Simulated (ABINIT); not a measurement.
Runs of ABINIT 10.8.3 (patched build) on As. The structure is cubic, space group Pm-3m (No. 221). The conventional cell has a = 2.704 Å, b = 2.704 Å, c = 2.704 Å, α = 90.00°, β = 90.00°, γ = 90.00°. As (site symmetry m-3m) has 6 As at 2.70 Å as nearest neighbours. This isn't the form of As at room conditions, which is rhombohedral.

```csv
task,level,potentials or basis,cell,cutoff (eV),fine-grid cutoff,gap on the mesh (eV),pressure (GPa),V0 of scaled cells (Å³/atom),B0 (GPa)
equation of state,LDA,JTH PAW LDA v2.0,as given,408,816.342 eV,-,-,19.07,93
equation of state,PBEsol,JTH PAW PBE v2.0,as given,408,816.342 eV,-,-,19.45,90
single point,PBE,JTH PAW PBE v2.0,as given,408,816.342 eV,none,(a),-,-
equation of state,r2SCAN,JTH PAW PBE v2.0,as given,490,979.61 eV,-,-,(b),90
single point,PBE,JTH PAW PBE v2.0,cell strained at random at fixed volume,408,816.342 eV,none,2.3,-,-
```

Alike in all rows: no spin polarisation; k mesh 10 × 10 × 10; smearing fermi-dirac 0.05 eV.

Problem. Estimate the missing entries.

Solution. (a) 2.2; (b) 19.72.

Caveats: pressures at fixed basis lie under the slope of the energies (some runs); the PAW data sets were made with another functional, which shifts forces and pressure a little (some runs).

A k mesh can miss the band edges, and the runs leave out spin-orbit coupling on As.

A gap of «none» marks a metal or a gap under the smearing width.
